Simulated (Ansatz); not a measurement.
# CdSe: the cost of one run

Computed with Ansatz 0.2.0 (DFT PBE, scalar-relativistic, plane waves, PAW, unless a step's input says otherwise).

The COD entry's cell or inner coordinates are ideal or old and differ from later refinements, so a difference from it is no clean test against experiment.

3 further runs of the same task are left out: 3 set aside as unsound or not needed.

## 1. The starting structure

It takes space group P6_3mc (No. 186, hexagonal). Conventional cell: a = 4.383 Å, b = 4.383 Å, c = 7.154 Å, α = 90.00°, β = 90.00°, γ = 120.00°. Around Cd (site symmetry 3m) lie 4 Se at 2.68 to 2.69 Å. Se (site symmetry 3m) has 4 Cd at 2.68 to 2.69 Å as nearest neighbours.

Coordinates:

```
Cd Se
1.0
     4.38338    0.00000    0.00000
    -2.19169    3.79612    0.00000
     0.00000    0.00000    7.15355
Cd Se
2 2
Direct
  0.33333 0.66667 0.00458
  0.66667 0.33333 0.50458
  0.33333 0.66667 0.38042
  0.66667 0.33333 0.88042
```

It is the result of an earlier relaxation at this level (volume 29.76 Å³/atom; gap on the mesh: 0.54 eV).

## 2. Bands, states and charges

input.yaml

```yaml
crystal:
  lattice:
    - [4.3833795273, 0.0, 0.0]
    - [-2.1916897636, 3.7961180251, 0.0]
    - [0.0, 0.0, 7.1535456852]
  atoms:
    - { symbol: Cd, position: [0.3333333333, 0.6666666667, 0.0045810803] }
    - { symbol: Cd, position: [0.6666666667, 0.3333333333, 0.5045810803] }
    - { symbol: Se, position: [0.3333333333, 0.6666666667, 0.3804189197] }
    - { symbol: Se, position: [0.6666666667, 0.3333333333, 0.8804189197] }
basis:
  ecutwfc: 420
kpoints:
  mp_grid: { grid: [12, 12, 6] }
  band_path:
    path:
      - [[0.0, 0.0, 0.0], [0.5, 0.0, 0.0], [0.33333333, 0.33333333, 0.0], [0.0, 0.0, 0.0], [0.0, 0.0, 0.5], [0.5, 0.0, 0.5], [0.33333333, 0.33333333, 0.5], [0.0, 0.0, 0.5]]
      - [[0.5, 0.0, 0.5], [0.5, 0.0, 0.0]]
      - [[0.33333333, 0.33333333, 0.5], [0.33333333, 0.33333333, 0.0]]
    npoints: 14
hamiltonian:
  xc: pbe
scf:
  occupations: { method: gaussian, width: 0.02 }
  n_extra_bands: 10
output:
  forces: true
  stress: true
  eigenvalues: true
  populations: true
  dos: { projected: true, de: 0.02, nscf_kmesh: { grid: [18, 18, 9] } }
  bader: true
  write_density: true
  write_potential: true
  elf: true
  volumetric_format: npy
```

The run is started by

```
$ ansatz run input.yaml --threads 1 --pin off --max-ram 2560MiB --backend cpu --events-out ev --progress --plain --runs-dir out
```

What time and memory should one allow on 1 thread of Arm Neoverse V2, shared host?

About 3.1 min, with a peak of 0.8 GiB.
